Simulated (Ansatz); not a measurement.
# As (Pm-3m) in Ansatz: further runs

The runs below take As through single point, equation of state, with PBE0.

Everything below comes from runs of Ansatz 0.2.0. Logs are shortened: lines on timing, memory, paths and dates and some standing lists are left out, and cuts for length are marked.

## (1) The crystal as given

It takes space group Pm-3m (No. 221, cubic). The conventional cell has a = 2.704 Å, b = 2.704 Å, c = 2.704 Å, α = 90.00°, β = 90.00°, γ = 90.00°. As (site symmetry m-3m) has 6 As at 2.70 Å as nearest neighbours.

This isn't the form of As at room conditions, which is rhombohedral.

## (2) Single point, PBE0, 18.58 Å³/atom (volume scaled by 0.94)

input reads:

```
crystal:
  lattice:
    - [2.6484890792, 0.0, 0.0]
    - [0.0, 2.6484890792, 0.0]
    - [0.0, 0.0, 2.6484890792]
  atoms:
    - { symbol: As, position: [0.5, 0.5, 0.5] }
hamiltonian:
  xc: pbe0
  pseudopotentials: { kind: paw }
kpoints:
  mp_grid: { grid: [6, 6, 6] }
scf:
  occupations: { method: fermi_dirac, width: 0.05 }
output:
  forces: true
  stress: true
  eigenvalues: true
```

Potentials or basis: Ansatz PAW.

Output:

```text
Warning: output.stress: scf.convergence.dr2_threshold = 1e-7 eV (the SCF's general default) is looser than the 1e-10 eV advised for a printed stress (1e-10 eV for each atom of the cell: 1). What an SCF threshold leaves in a stress goes as its square root, and in the free energy as the threshold itself, and one threshold admits the most on a small cell: of the crystals measured, under no hybrid functional and no lock of the moments, on runs that ended without the residual-converged pass, on stresses that held no estimate of that error, the worst erred by over 100 MPa in a component at 1e-7 eV an atom and by under 5 at 1e-10. Set scf.convergence.dr2_threshold to 1e-10 eV or tighter. The threshold is an SCF's pass mark: one that does not reach it within its budget of iterations ends unconverged, or closes short of it on a stop that the run arms, and scf.convergence.dr2_threshold's page says what that costs each kind of run
Warning: output.stress: scf.exx.energy_threshold = 1e-6 eV is looser than the 1e-8 eV advised for a stress under a hybrid functional (1e-8 eV for each atom of the cell: 1). Every SCF of the exchange loop can meet its threshold on dr2 while the loop round them stops early: no threshold on dr2 bounds what that leaves in the stress. Set scf.exx.energy_threshold to 1e-8 eV or tighter. The threshold is the loop's pass mark: a loop that does not reach it within its budget of cycles ends unconverged, and scf.exx.energy_threshold's page has the law
GPUs: using 1 of 1 available (devices: 1).
Engine: ansatz 0.2.0, x86_64-unknown-linux-gnu
Pseudopotentials: kind: paw
Pseudopotential: As, paw, valence charge 15, recommended cutoff 420 eV (normal), As.paw.azcp
Functional definition: PBE0
  parameter a = 0.25
  parameter kappa = 0.804
  parameter beta = 0.06672455060314922
  exchange = (1 - a)*pbe_x(kappa = kappa, mu = beta*pi^2/3) + a*exact_x
  correlation = pbe_c(beta = beta)
device memory: the entry about to start is reckoned to put 0.4 GiB on a device that reports 37.8 GiB free (of which the cap on the GPU budget leaves the run 18.0 GiB)
GPU FFT provider: cuFFT
GPU libraries: cuBLAS 13.8.2, cuFFT 12.4.0, cuSOLVER 12.3.4
Crystal: 1 atoms, lattice volume = 18.578 Å³
Basis set: ecut = 420 eV, 365 PW (Γ), exchange–correlation on 36×36×36 points (8 copies of the dense FFT grid, shifted against one another)
Bands: 12, of which v1, the nominal top of the filled ones, is band 8 counted from 1 (7 counted from 0)
Symmetry: 48 space group operations
Space group: Pm-3m (ITA 221), of the structure as read, at distance tolerance 2.6e-5 Å
k-points: 20 of 216
Non-local potential: As, projectors of the file, l = 0: 2, l = 1: 2, l = 2: 3, l = 3: 1
PAW form: soft (Blöchl's): semilocal exchange-correlation on the pseudo side does not see the compensation charge
PAW frozen core: As, regenerated for the run's functional, and the local potential with it (the file was generated under x = pbe(κ = 0.804, μ = 0.2195149727645171), c = pbe(β = 0.06672455060314922))
PAW one-centre angular grid: As, 590 points (default); XC on 64 Gauss nodes
Initial density: superposition of atomic densities (neutral atoms: chi_scale 0, normalization atom), corrected by the library's trained network
Initial wavefunctions: pseudopotential atomic-orbital guess
GPU buffer pool allocated for 5832 grid points (all kernels)
GPU transforms: local potential and band sums: pruned to the plane-wave sphere, on 18×18×18
Functional: x = pbe(κ = 0.804, μ = 0.2195149727645171), c = pbe(β = 0.06672455060314922), warm-up for x = 0.75 pbe(κ = 0.804, μ = 0.2195149727645171) + 0.25 exact, c = pbe(β = 0.06672455060314922)
SCF iter   1: F=—  HF=-4856.001237 eV  |F-HF|=—  |Δ(HF+E_count)|=         —  Δρ=1.29e-3  dr2=2.62e-4  ethr=1.77e-3  ⟨swp⟩=7.7  Hψ=1028  notcnv=0
[... 30 lines left out ...]
GPU transforms: local potential and band sums: pruned to the plane-wave sphere, on 18×18×18
Exchange kernel: α = 0.2500, full range, Wigner–Seitz truncation, v(0) = 8654.4953 eV·Å³, q-mesh 6×6×6, nearest image of the exchange supercell L = 15.89 Å, pair-density grid 12×12×12, without the augmentation charges, whose exchange is taken in its separable form by FFT convolution over the k-point mesh (sized by the pseudopotential files, 18×18×18 at the most), smooth part of the exact exchange by density-matrix convolution in up to 1.39 GiB of GPU memory as planned if the GPU has room (build and FFT work areas not counted)
Frozen-core exchange: fock
SCF iter   1: F=—  HF=-4857.014303 eV  |F-HF|=—  |Δ(HF+E_count)|=         —  Δρ=7.08e-5  dr2=3.02e-7  ethr=1.37e-6  ⟨swp⟩=2.0  Hψ=481  notcnv=0
preconditioner: auto → none  [insulator: Δε(μ)=1.012 eV  Ē_g=17.941 eV  σ=0.050 eV  W_gap=1.00  n_scr=6 (ndim 8)  ℏωp=19.3 eV  f_vac=0.000  D(μ)=0.00/eV (n_scr^D=0)]
SCF iter   2: F=—  HF=-4857.014304 eV  |F-HF|=—  |Δ(HF+E_count)|=   2.13e-7  Δρ=1.13e-5  dr2=4.22e-8  ethr=1.76e-9  ⟨swp⟩=4.0  Hψ=662  notcnv=0
SCF iter   3: F=—  HF=-4857.014304 eV  |F-HF|=—  |Δ(HF+E_count)|=   2.23e-7  Δρ=4.46e-6  dr2=2.70e-9  ethr=6.50e-11  ⟨swp⟩=4.2  Hψ=800  notcnv=0
SCF iter   4: F=-4857.014304 eV  HF=-4857.014304 eV  |F-HF|=2.17e-9  |Δ(HF+E_count)|=   4.86e-8  Δρ=7.53e-7  dr2=7.15e-10  ethr=8.75e-12  ⟨swp⟩=4.0  Hψ=656  notcnv=0
SCF 3 converged in 4 iterations: F = -4857.014304 eV  dr2 = 7.15e-10
  Residual-converged pass: ⟨swp⟩=1.6  Hψ=253  notcnv=0  max |occ|·‖R‖ = 1.9e-6 eV (tolerance 2.4e-6 eV)  dr2=7.15e-10  dr2_onsite=3.22e-9  max |Δocc| = 2.0e-15
hybrid outer 2: dexx = +3.021e-7 eV, tail = 2.82e-8 eV, Δε = 4.63e-3 eV (about 2.55e-4 eV left of the loop's levels)
hybrid SCF converged: 2 outer / 10 inner (+4 warm-up), last move |dexx| = 3.02e-7 eV, tail = 2.82e-8 eV
Stability not checked: this state was not tested for a lower state beside it, because the functional holds exact exchange (a hybrid, or Hartree-Fock), whose exchange loop this test does not read (fock_operator; see scf.lower_state_search)
Free energy (F): -4857.014304 eV
Frozen-core exchange: fock
Harris-Foulkes:  -4857.014304 eV  (|F-HF|=2.17e-9)
Internal energy: -4857.014298 eV  (E = F + TS)
E sigma→0 (E₀):  -4857.014301 eV
Entropy (-TS):   -0.000006 eV (-0.006 meV/atom)
Fermi energy:    13.212396 eV
--- Per-component energies (eV) ---
  E_band       = -250.251924
  E_kinetic    = 102.686982
  E_local      = -1491.124464  (includes V_loc(G=0)·N_el)
  E_nonlocal   = -670.825338
  E_hartree    = 852.849998
  E_xc         = -61.537877
  E_vxc        = -61.824402  (∫ρ·V_xc dr)
  E_exx        = -67.269687  (= α·E_x^exact, valence–valence)
  E_paw        = -1785.559854  (= ΣΔE_a)
  E_vpaw       = 299.674181  (= ΣTr[D̂ρ^β])
  E_aug_tail   = 0.000010  (compensation charges beyond the density's cutoff)
  E_ewald      = -1735.445614
  E_core_change = -0.788455  (= ΣΔE_core)
  E_smearing   = -0.000006  (= −TS)
  E_closure    = 0.000000  (closes the sum)
  Σ components = -4857.014304   (vs F -4857.014304, Δ=9.09e-13)
--- Forces (eV/Å), atoms counted from 1 ---
  atom   1  As     0.00000000    -0.00000000     0.00000000
  max |Σ_I F_I| component: 4.21e-30 eV/Å
--- Stress (GPa, compression-positive) ---
        4.764129      -0.000000       0.000000
       -0.000000       4.764129       0.000000
        0.000000       0.000000       4.764129
  P = ⅓ Tr σ = 4.7641 GPa (47.641 kbar)
--- Band table (eV; the first three rows and the last of 20) ---
  k-point 0: bands = ["-27.6684", "-27.6684", "-27.5304", "-27.5304", "-27.5304", "-5.1079", "18.0518", "18.0518", "18.0518", "22.2948", "22.2948", "24.9773"]
  k-point 1: bands = ["-27.6669", "-27.6404", "-27.5392", "-27.5392", "-27.5297", "-4.5090", "12.4906", "18.6271", "18.6271", "22.8570", "24.5622", "29.0083"]
  k-point 2: bands = ["-27.6641", "-27.5843", "-27.5565", "-27.5565", "-27.5283", "-2.8252", "6.7488", "20.0053", "20.0053", "24.3194", "26.3255", "31.4792"]
  k-point 19: bands = ["-27.6029", "-27.6029", "-27.6029", "-27.4888", "-27.4888", "7.7502", "10.0373", "10.0373", "10.0373", "19.4211", "19.4211", "19.4211"]
```

Run time: 13 s. Hardware: 1 × NVIDIA H100 80GB HBM3 with 2 threads of AMD EPYC 7R13 (Zen 3), shared host; peak memory 1.6 GiB.

Results:

| Quantity | Value |
| --- | --- |
| Free energy | -4857.0143 eV |
| Pressure | 4.8 GPa |

Caveat: the k mesh is coarse (spacing up to 0.40 Å⁻¹), so the values aren't converged, least of all with exact exchange; the PAW data sets come from PBE, with cores solved anew for the run's functional, which leaves a small shift of forces and pressure; the thresholds are loose for stress.

## (3) Single point, PBE0, 18.97 Å³/atom (volume scaled by 0.96)

input: that of step 2 with these lines changed.

```diff
@@ -2,5 +2,5 @@
   lattice:
-    - [2.6484890792, 0.0, 0.0]
-    - [0.0, 2.6484890792, 0.0]
-    - [0.0, 0.0, 2.6484890792]
+    - [2.6671410253, 0.0, 0.0]
+    - [0.0, 2.6671410253, 0.0]
+    - [0.0, 0.0, 2.6671410253]
   atoms:
```

Potentials or basis: Ansatz PAW.

Run time: 13 s. Hardware: 1 × NVIDIA H100 80GB HBM3 with 2 threads of AMD EPYC 7R13 (Zen 3), shared host; peak memory 1.6 GiB.

Results (log left out):

```yaml
Free_energy: -4857.0231 eV
Pressure: 2.4 GPa
Band_gap_on_the_k_mesh: none (metal or under the smearing width)
```

Caveat: the k mesh is coarse (spacing up to 0.39 Å⁻¹), so the values aren't converged, least of all with exact exchange; the PAW data sets come from PBE, with cores solved anew for the run's functional, which leaves a small shift of forces and pressure; the thresholds are loose for stress.

## (4) Single point, PBE0, 19.37 Å³/atom (volume scaled by 0.98)

input: that of step 3 with these lines changed.

```diff
@@ -2,5 +2,5 @@
   lattice:
-    - [2.6671410253, 0.0, 0.0]
-    - [0.0, 2.6671410253, 0.0]
-    - [0.0, 0.0, 2.6671410253]
+    - [2.6855356826, 0.0, 0.0]
+    - [0.0, 2.6855356826, 0.0]
+    - [0.0, 0.0, 2.6855356826]
   atoms:
```

Wall time 16 s (1 × NVIDIA H100 80GB HBM3 with 2 threads of AMD EPYC 7R13 (Zen 3), shared host); peak memory 1.6 GiB.

It converged, with:

```
Free energy            : -4857.0263 eV
Pressure               : 0.2 GPa
Band gap on the k mesh : none (metal or under the smearing width)
```

Caveat: the k mesh is coarse (spacing up to 0.39 Å⁻¹), so the values aren't converged, least of all with exact exchange; the PAW data sets come from PBE, with cores solved anew for the run's functional, which leaves a small shift of forces and pressure; the thresholds are loose for stress.

## (5) Single point, PBE0, 19.76 Å³/atom

input: that of step 4 with these lines changed.

```diff
@@ -2,5 +2,5 @@
   lattice:
-    - [2.6855356826, 0.0, 0.0]
-    - [0.0, 2.6855356826, 0.0]
-    - [0.0, 0.0, 2.6855356826]
+    - [2.7036817444, 0.0, 0.0]
+    - [0.0, 2.7036817444, 0.0]
+    - [0.0, 0.0, 2.7036817444]
   atoms:
@@ -18 +18,5 @@
   eigenvalues: true
+  write_density: true
+  write_potential: true
+  elf: true
+  volumetric_format: npy
```

It took 22 s on 1 × NVIDIA H100 80GB HBM3 with 2 threads of AMD EPYC 7R13 (Zen 3), shared host; peak memory 1.6 GiB.

It converged, with:

```
Free energy            : -4857.0245 eV
Pressure               : -1.7 GPa
Band gap on the k mesh : none (metal or under the smearing width)
```

Caveat: the k mesh is coarse (spacing up to 0.39 Å⁻¹), so the values aren't converged, least of all with exact exchange; the PAW data sets come from PBE, with cores solved anew for the run's functional, which leaves a small shift of forces and pressure; the thresholds are loose for stress.

## (6) Single point, PBE0, 20.16 Å³/atom (volume scaled by 1.02)

input reads:

```
crystal:
  lattice:
    - [2.7215874433, 0.0, 0.0]
    - [0.0, 2.7215874433, 0.0]
    - [0.0, 0.0, 2.7215874433]
  atoms:
    - { symbol: As, position: [0.5, 0.5, 0.5] }
hamiltonian:
  xc: pbe0
  pseudopotentials: { kind: paw }
kpoints:
  mp_grid: { grid: [6, 6, 6] }
scf:
  occupations: { method: fermi_dirac, width: 0.05 }
output:
  forces: true
  stress: true
  eigenvalues: true
```

Potentials or basis: Ansatz PAW.

It took 18 s on 1 × NVIDIA H100 80GB HBM3 with 2 threads of AMD EPYC 7R13 (Zen 3), shared host; peak memory 1.6 GiB.

Results (log left out):

| Quantity | Value |
| --- | --- |
| Free energy | -4857.0183 eV |
| Pressure | -3.4 GPa |
| Band gap on the k mesh | none (metal or under the smearing width) |

Caveat: the k mesh is coarse (spacing up to 0.38 Å⁻¹), so the values aren't converged, least of all with exact exchange; the PAW data sets come from PBE, with cores solved anew for the run's functional, which leaves a small shift of forces and pressure; the thresholds are loose for stress.

## (7) Single point, PBE0, 20.55 Å³/atom (volume scaled by 1.04)

input: that of step 6 with these lines changed.

```diff
@@ -2,5 +2,5 @@
   lattice:
-    - [2.7215874433, 0.0, 0.0]
-    - [0.0, 2.7215874433, 0.0]
-    - [0.0, 0.0, 2.7215874433]
+    - [2.7392605843, 0.0, 0.0]
+    - [0.0, 2.7392605843, 0.0]
+    - [0.0, 0.0, 2.7392605843]
   atoms:
@@ -18 +18,5 @@
   eigenvalues: true
+  write_density: true
+  write_potential: true
+  elf: true
+  volumetric_format: npy
```

It took 22 s on 1 × NVIDIA H100 80GB HBM3 with 2 threads of AMD EPYC 7R13 (Zen 3), shared host; peak memory 1.6 GiB.

It converged, with:

* Free energy: -4857.0107 eV
* Pressure: -0.9 GPa
* Band gap on the k mesh: none (metal or under the smearing width)

Caveat: the k mesh is coarse (spacing up to 0.38 Å⁻¹), so the values aren't converged, least of all with exact exchange; the PAW data sets come from PBE, with cores solved anew for the run's functional, which leaves a small shift of forces and pressure; the thresholds are loose for stress.

## (8) Single point, PBE0, 20.95 Å³/atom (volume scaled by 1.06)

input reads:

```
crystal:
  lattice:
    - [2.7567085743, 0.0, 0.0]
    - [0.0, 2.7567085743, 0.0]
    - [0.0, 0.0, 2.7567085743]
  atoms:
    - { symbol: As, position: [0.5, 0.5, 0.5] }
hamiltonian:
  xc: pbe0
  pseudopotentials: { kind: paw }
kpoints:
  mp_grid: { grid: [6, 6, 6] }
scf:
  occupations: { method: fermi_dirac, width: 0.05 }
output:
  forces: true
  stress: true
  eigenvalues: true
```

It took 13 s on 1 × NVIDIA H100 80GB HBM3 with 2 threads of AMD EPYC 7R13 (Zen 3), shared host; peak memory 1.6 GiB.

Results (log left out):

- Free energy: -4857.0064 eV
- Pressure: -2.6 GPa
- Band gap on the k mesh: none (metal or under the smearing width)

Caveat: the k mesh is coarse (spacing up to 0.38 Å⁻¹), so the values aren't converged, least of all with exact exchange; the PAW data sets come from PBE, with cores solved anew for the run's functional, which leaves a small shift of forces and pressure; the thresholds are loose for stress.

## (9) Equation of state, PBE0

Potentials or basis: Ansatz PAW.

No new run: the results of the series are fitted here.

Results:

- Equilibrium volume: 19.33 Å³/atom (rough: see the caveat)
- Bulk modulus: 103 GPa (rough)

Energy against volume, from the lowest point:
```
volume (Å³/atom)  energy (meV/atom)
          18.578              11.97
          18.973               3.18
          19.368               0.00
          19.764               1.74
          20.159               7.99
          20.554              15.53
          20.949              19.85
```

Caveat: the k mesh is coarse (spacing up to 0.39 Å⁻¹), so the values aren't converged, least of all with exact exchange; the fit is doubtful: noisy points or a state that changes with volume; the PAW data sets were made with another functional, which shifts forces and pressure a little.
